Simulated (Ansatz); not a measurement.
Theory: DFT PBE+D3(BJ), scalar-relativistic, plane waves, PAW (Ansatz 0.2.0). Settings: cutoff 420 eV, Γ-centred meshes spaced at most about 0.3 Å⁻¹, and about 0.25 Å⁻¹ or finer for metals (2π included), Gaussian smearing. No spin polarisation.

Temperature and zero-point effects are left out.

Task: Which of these relaxed structures of Ag is the lowest in energy?
A.

```xyz
4
Lattice="2.8803 0.0000 0.0000 -1.4402 2.4944 0.0000 0.0000 0.0000 9.4134" Properties=species:S:1:pos:R:3 pbc="T T T"
Ag    0.0000    0.0000    0.0000
Ag    0.0000    0.0000    4.7067
Ag    0.0000    1.6629    2.3533
Ag    1.4402    0.8315    7.0600
```

B.

```xyz
1
Lattice="2.7012 0.0000 0.0000 0.0000 2.7012 0.0000 0.0000 0.0000 2.7012" Properties=species:S:1:pos:R:3 pbc="T T T"
Ag    1.3506    1.3506    1.3506
```

Result: A. The other, B, lies 0.41 eV/atom higher. Forms: A dhcp type, P6_3/mmc; B simple cubic type, Pm-3m. Counting all near atoms (those within 1.25 times the shortest distance at each site): A has Ag 12; B has Ag 6. Origin: A, reached from a Materials Project cell; B, invented. The lowest form computed isn't among them: it has the fcc type, space group Fm-3m (No. 225), 16.9 Å³/atom, is reached from a cell as deposited in COD and lies 5 meV/atom below the best shown.

Cells relaxed within their symmetry can be saddle points. Some structure types and database cells were kept out of the candidates from the start, so a known form may be missing.
